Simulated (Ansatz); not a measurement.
GaSb, 2 atoms in the cell. Symmetry: F-43m, No. 216, cubic system. The conventional cell has a = 6.118 Å, b = 6.118 Å, c = 6.118 Å, α = 90.00°, β = 90.00°, γ = 90.00°. Sb (site symmetry -43m) has 4 Ga at 2.65 Å as nearest neighbours. Ga (site symmetry -43m) is surrounded by 4 Sb at 2.65 Å. 

| Quantity | Value |
| --- | --- |
| Program | Ansatz 0.2.0 |
| Task | relaxation of cell and atoms |
| Functional | BLYP |
| Dispersion | D4 |
| Potentials or basis | all-electron LAPW, scalar-relativistic |
| Basis error allowed | 0.001 eV/atom |
| k mesh | 8 × 8 × 8 |
| Occupations | fermi-dirac, width 0.05 eV |
| Spin | no spin polarisation |

Potentials or basis: all-electron LAPW, scalar-relativistic.

Run with:

```sh
$ ansatz run input.yaml --threads 1 --pin off --max-ram 3072MiB --backend cpu --events-out ev --progress --plain --runs-dir out
```

Hardware: 1 thread of Intel(R) Xeon(R) 6975P-C (Granite Rapids), with other jobs on the host.

Q: How long does it take, and how much memory?

A: It took 37 s on 1 thread of Intel(R) Xeon(R) 6975P-C (Granite Rapids), on a shared host, peak memory 0.39 GiB. Counts: scf iterations 16, plane waves 645, k points 29, bands 27, ion steps 4.
